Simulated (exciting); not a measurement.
Here is an exciting (release sodium) calculation.

The input input.xml:

```xml
<input>
  <title>Pt</title>
  <structure speciespath="./" tshift="false">
    <crystal scale="1">
      <basevect>0.000000000000 3.705563957779 3.705563957779</basevect>
      <basevect>3.705563957779 0.000000000000 3.705563957779</basevect>
      <basevect>3.705563957779 3.705563957779 0.000000000000</basevect>
    </crystal>
    <species speciesfile="Pt.xml" rmt="2.3">
      <atom coord="0.000000000000 0.000000000000 0.000000000000"/>
    </species>
  </structure>
  <groundstate do="fromscratch" ngridk="12 12 12" rgkmax="9" gmaxvr="14" lmaxapw="10" lmaxmat="10" lmaxvr="8" xctype="GGA_PBE" stype="Gaussian" swidth="0.00066149" nempty="12" ValenceRelativity="iora*" epsengy="1e-05" epspot="1e-05" maxscl="60" tforce="true" outputlevel="high"/>
</input>
```

Potentials or basis: all-electron LAPW+lo, shipped species files, valence relativity iora*.

Run with:

```sh
$ OMP_NUM_THREADS=1 exciting_smp
```

(1) What does it give for the band gap on the k mesh?

## Answers

(1) none (metal or under the smearing width).
